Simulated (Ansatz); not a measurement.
# La2O3: the cost of one run

Program: Ansatz 0.2.0. Level of theory: DFT PBE, spin-orbit coupling, plane waves, PAW. These are calculated values, not measurements.

1 further run of the same task is left out (it didn't finish).

## 1. Starting point

It takes space group P-3m1 (No. 164, trigonal). Conventional cell: a = 3.940 Å, b = 3.940 Å, c = 6.188 Å, α = 90.00°, β = 90.00°, γ = 120.00°. Around La (site symmetry 3m) lie 7 O at 2.37 to 2.74 Å. O (site symmetry 3m) is surrounded by 4 La at 2.37 to 2.46 Å. O (site symmetry -3m) has 6 La at 2.74 Å as nearest neighbours.

As a file:

```
La O
1.0
     3.94041    0.00000    0.00000
    -1.97021    3.41250    0.00000
     0.00000    0.00000    6.18752
La O
2 3
Direct
  0.66667 0.33333 0.75263
  0.33333 0.66667 0.24737
  0.66667 0.33333 0.35470
  0.33333 0.66667 0.64530
  0.00000 0.00000 0.00000
```

The cell was relaxed beforehand at this level, from a generated guess; it needn't be the stable form of this composition. At a tolerance of 0.02 Å it has space group P-3m1 (No. 164); it has 16.64 Å³/atom, an uncorrected energy of -3.39 eV/atom over the elements and, on its mesh, gap 3.83 eV.

## 2. Level of theory: PBE with spin-orbit coupling

The input, input.yaml:

```yaml
crystal:
  lattice:
    - [3.9404102638, 0.0, 0.0]
    - [-1.9702051319, 3.4124953898, 0.0]
    - [0.0, 0.0, 6.1875162698]
  atoms:
    - { symbol: La, position: [0.6666666667, 0.3333333333, 0.7526282407] }
    - { symbol: La, position: [0.3333333333, 0.6666666667, 0.2473717593] }
    - { symbol: O, position: [0.6666666667, 0.3333333333, 0.3546987147] }
    - { symbol: O, position: [0.3333333333, 0.6666666667, 0.6453012853] }
    - { symbol: O, position: [0.0, 0.0, 0.0] }
basis:
  ecutwfc: 420
kpoints:
  mp_grid: { grid: [6, 6, 4] }
  band_path:
    path:
      - [[0.0, 0.0, 0.0], [0.5, 0.0, 0.0], [0.33333333, 0.33333333, 0.0], [0.0, 0.0, 0.0], [0.0, 0.0, 0.5], [0.5, 0.0, 0.5], [0.33333333, 0.33333333, 0.5], [0.0, 0.0, 0.5]]
      - [[0.5, 0.0, 0.5], [0.5, 0.0, 0.0]]
      - [[0.33333333, 0.33333333, 0.5], [0.33333333, 0.33333333, 0.0]]
    npoints: 10
hamiltonian:
  xc: pbe
scf:
  occupations: { method: gaussian, width: 0.02 }
output:
  forces: true
  stress: true
  eigenvalues: true
  populations: true
  dos: { projected: true, de: 0.02 }
  bader: false
magnetization:
  noncollinear: true
  spin_orbit: true
```

Run with:

```console
> ansatz run input.yaml --threads 1 --pin off --max-ram 2560MiB --backend cpu --events-out ev --progress --plain --runs-dir out
```

Q: Estimate wall time and peak memory on 1 thread of Intel Xeon Platinum 8488C (Sapphire Rapids), shared host.

About 93 s, with a peak of 0.73 GiB.
